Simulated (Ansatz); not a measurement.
Set up this calculation in Ansatz 0.2.0, as the native input.

| Quantity | Value |
| --- | --- |
| Task | relaxation of cell and atoms |
| Functional | BLYP |
| Dispersion | D3(BJ) |
| Potentials or basis | Ansatz PAW |
| Cutoff | 420 eV (not typed: the program's choice for these potentials) |
| k mesh | 9 × 9 × 9 |
| Occupations | fermi-dirac, width 0.05 eV |
| Spin | no spin polarisation |

Crystal: Sn.

```
Sn
1.0
    -2.94014    2.94014    1.59930
     2.94014   -2.94014    1.59930
     2.94014    2.94014   -1.59930
Sn
2
Cartesian
  0.0000 0.0000 0.0000
  0.0000 2.9401 0.7997
```

One way to write it, as run:

input.yaml

```yaml
crystal:
  lattice:
    - [-2.9401404553, 2.9401404553, 1.5993019889]
    - [2.9401404553, -2.9401404553, 1.5993019889]
    - [2.9401404553, 2.9401404553, -1.5993019889]
  atoms:
    - { symbol: Sn, position: [0.0, 0.0, 0.0] }
    - { symbol: Sn, position: [0.75, 0.25, 0.5] }
hamiltonian:
  xc: blyp
  pseudopotentials: { kind: paw }
  dispersion: d3bj
kpoints:
  mp_grid: { grid: [9, 9, 9] }
scf:
  occupations: { method: fermi_dirac, width: 0.05 }
output:
  forces: true
  stress: true
  write_density: true
  write_potential: true
  elf: true
  volumetric_format: npy
relax:
  f_tol: 0.01
  max_steps: 40
  cell: { stress_tol: 0.05 }
```

Potentials or basis: Ansatz PAW.

Run with:

```bash
$ ansatz run input.yaml --threads 2 --pin off --max-ram 5632MiB --backend cpu --events-out ev --progress --plain --runs-dir out
```

It gave:

```yaml
Relaxed_volume: 27.90 Å³/atom
Relaxed_cell: a = 4.472 Å, b = 4.472 Å, c = 4.472 Å, α = 97.35°, β = 97.35°, γ = 138.07°
Space_group_after_relaxing_to_0.05_Å: I4_1/amd (No. 141)
Energy_gained_by_relaxing: 0.4 meV/atom
Ionic_steps: 4
Pressure_after_relaxing: 0.0 GPa
Band_gap_on_the_k_mesh: none (metal or under the smearing width)
```

Caveat: the plane-wave basis is chosen anew once the cell has moved, so the energies of steps on either side of that aren't comparable; pairwise dispersion overbinds metals, which lowers pressure and volume; the PAW data sets come from PBE, with cores solved anew for the run's functional, which leaves a small shift of forces and pressure.

Wall time 31 s on 2 threads of Intel(R) Xeon(R) Processor @ 2.50GHz (Skylake/Cascade Lake), with other jobs on the host, peak memory 0.41 GiB.
